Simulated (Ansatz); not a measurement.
Crystal: AgBr.

```
CELL_PARAMETERS angstrom
0.00000 2.87015 2.87015
2.87015 0.00000 2.87015
2.87015 2.87015 0.00000
ATOMIC_POSITIONS crystal
Ag 0.00000 0.00000 0.00000
Br 0.50000 0.50000 0.50000
```

| Item | Value |
| --- | --- |
| Program | Ansatz 0.2.0 |
| Task | relaxation of cell and atoms |
| Functional | PBEsol |
| Dispersion | D4 |
| Potentials or basis | all-electron LAPW, scalar-relativistic |
| Basis error allowed | 0.001 eV/atom |
| k mesh | 8 × 8 × 8 |
| Occupations | fermi-dirac, width 0.05 eV |
| Spin | no spin polarisation |

At the start: volume 23.64 Å³/atom.

Q: Where does the relaxation end?

A: Over 5 steps the energy falls by 14.3 meV/atom and the volume is 22.22 Å³/atom (-6.0 %); space group Fm-3m (No. 225, to 0.05 Å).

The path:
| step | energy change (eV) | largest force (eV/Å) | volume (Å³) |
| --- | --- | --- | --- |
| 1 | 0.0000 | 0.0000 | 47.29 |
| 2 | -0.0256 | 0.0000 | 43.60 |
| 3 | -0.0285 | 0.0000 | 44.56 |
| 4 | -0.0286 | 0.0000 | 44.45 |
| 5 | -0.0286 | 0.0000 | 44.45 |

Final structure:
```yaml
crystal:
  lattice:
    - [0.00000, 2.81155, 2.81155]
    - [2.81155, 0.00000, 2.81155]
    - [2.81155, 2.81155, 0.00000]
  atoms:
    - { symbol: Ag, position: [0.00000, 0.00000, 0.00000] }
    - { symbol: Br, position: [0.50000, 0.50000, 0.50000] }
```
